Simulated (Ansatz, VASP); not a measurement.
**Sb in VASP and in Ansatz**

```
Sb
1.0
     2.15649    1.24505    3.74995
    -2.15649    1.24505    3.74995
     0.00000   -2.49010    3.74995
Sb
2
Direct
  0.23362 0.23362 0.23362
  0.76638 0.76638 0.76638
```

Alike in both runs: functional r2SCAN; k mesh 10 × 10 × 10; occupations gaussian, width 0.05 eV; no spin polarisation.

Ansatz relaxed the structure, and its values are those at the end. VASP's run is a single point on that final structure, the one shown.

|  | VASP | Ansatz |
| --- | --- | --- |
| version | VASP 6.6.1 | Ansatz 0.2.0 |
| potentials or method | VASP PAW PBE potentials, release 64 (Sb) | scalar-relativistic, plane waves, PAW |
| plane-wave cutoff (eV) | 520 | 500 |
| valence electrons in the cell | 10 | 30 |

VASP gave:

| Quantity | Value |
| --- | --- |
| gap on the k mesh at the Fermi level (eV) | none |
| pressure (GPa) | 1.8 |
| rms of the force components (eV/Å) | 0.035 |

**Question.** What did Ansatz give for the same quantities?

**Answer.** gap on the k mesh at the Fermi level (eV): none; pressure (GPa): 1.6; rms of the force components (eV/Å): 0.004.

A gap of «none» marks a metal or a gap that the smearing closes. The two sets of potentials don't hold the same shells in valence.

Caveats: the PAW data sets were made with another functional, which shifts forces and pressure a little (VASP). Spin-orbit coupling is left out, which matters for the levels of Sb.
